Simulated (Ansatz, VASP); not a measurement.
# Two plane-wave programs on P

Contents of INCAR:

```
SYSTEM = P
ALGO = Fast ; EDIFF = 1E-8
ENCUT = 520 ; GGA = PS
ISIF = 2 ; ISMEAR = -1
LASPH = .TRUE. ; LCHARG = .FALSE.
LEFG = .TRUE. ; LREAL = .FALSE.
LWAVE = .FALSE. ; NBANDS = 8
NELM = 60 ; PREC = Accurate
SIGMA = 0.03
```

The input KPOINTS:

```
k-points
0
G
  8 8 8
  0 0 0
```

Contents of POSCAR:

```
P
1.0
    4.2729048574      0.0000000000      0.0000000000
    0.0000000000      4.2729048574      0.0000000000
    0.0000000000      0.0000000000      4.3780000000
P
1
Direct
    0.0000000000      0.0000000000      0.0000000000
```

Input for Ansatz:

```yaml
crystal:
  lattice:
    - [4.2729048574, 0.0, 0.0]
    - [0.0, 4.2729048574, 0.0]
    - [0.0, 0.0, 4.378]
  atoms:
    - { symbol: P, position: [0.0, 0.0, 0.0] }
kpoints:
  mp_grid: { grid: [8, 8, 8] }
  band_path:
    path:
      - [0.0, 0.0, 0.0]
      - [0.0, 0.5, 0.0]
      - [0.5, 0.5, 0.0]
      - [0.0, 0.0, 0.0]
      - [0.0, 0.0, 0.5]
      - [0.0, 0.5, 0.5]
      - [0.5, 0.5, 0.5]
      - [0.0, 0.0, 0.5]
      - [0.0, 0.5, 0.0]
    npoints: 5
scf:
  occupations: { method: fermi_dirac, width: 0.03 }
hamiltonian:
  xc: pbesol
  pseudopotentials: { kind: paw }
output:
  forces: true
  stress: true
  eigenvalues: true
  efg: { contact_densities: true }
```

Alike in both runs: task electric field gradients; functional PBEsol; k mesh 8 × 8 × 8; occupations fermi-dirac, width 0.03 eV; no spin polarisation.

|  | VASP | Ansatz |
| --- | --- | --- |
| version | VASP 6.6.1 | Ansatz 0.2.0 |
| potentials or method | VASP PAW PBE potentials, release 64 (P) | PAW with Ansatz's default frozen-core files, scalar-relativistic |
| plane-wave cutoff (eV) | 520 | 420 |
| valence electrons in the cell | 5 | 5 |

```tsv
	VASP	Ansatz	Ansatz less VASP
pressure (GPa)	-3.9	-3.9	+0.01
largest component of the traceless stress (GPa)	0.26	0.26	0.000
Vzz of the field gradient on the site that differs most (V/Å²)	-0.5	-0.4	+0.03
```

Caveats: the PAW data sets were made with another functional, which shifts forces and pressure a little (VASP).
